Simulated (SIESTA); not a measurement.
The system is InP.

```
In P
1.0
     0.00000    2.93050    2.93050
     2.93050    0.00000    2.93050
     2.93050    2.93050    0.00000
In P
1 1
Direct
  0.00000 0.00000 0.00000
  0.75000 0.75000 0.75000
```

Base run:

* Program: SIESTA 5.4.2
* Functional: PBE
* Potentials or basis: PseudoDojo 0.4 standard (PBE files)
* Basis: DZP (energy shift 0.002 Ry; radii capped at 9.5 bohr)
* Grid cutoff: 500 Ry
* Energy shift: 0.002 Ry
* k mesh: 8 × 8 × 8
* Occupations: fermi-dirac, width 0.05 eV
* Spin: no spin polarisation

Its results: band gap on the k mesh 0.81 eV, direct; pressure 4.0 GPa.

**Question.** The run is repeated on the same cell with these changes: basis from DZP (energy shift 0.002 Ry; radii capped at 9.5 bohr) to DZ (energy shift 0.002 Ry; radii capped at 9.5 bohr). What comes out?

**Answer.** Band gap on the k mesh 0.78 eV, direct; pressure 5.2 GPa.

Caveats: semicore shells carry a single zeta, which can move pressures by several GPa and volumes by a few percent; spin-orbit coupling is left out, which moves the levels of the heavy elements; the basis of atomic orbitals isn't converged, which shifts pressures, moduli and gaps; the basis has no polarisation orbitals (some runs).

Not every run made on this cell is shown here.
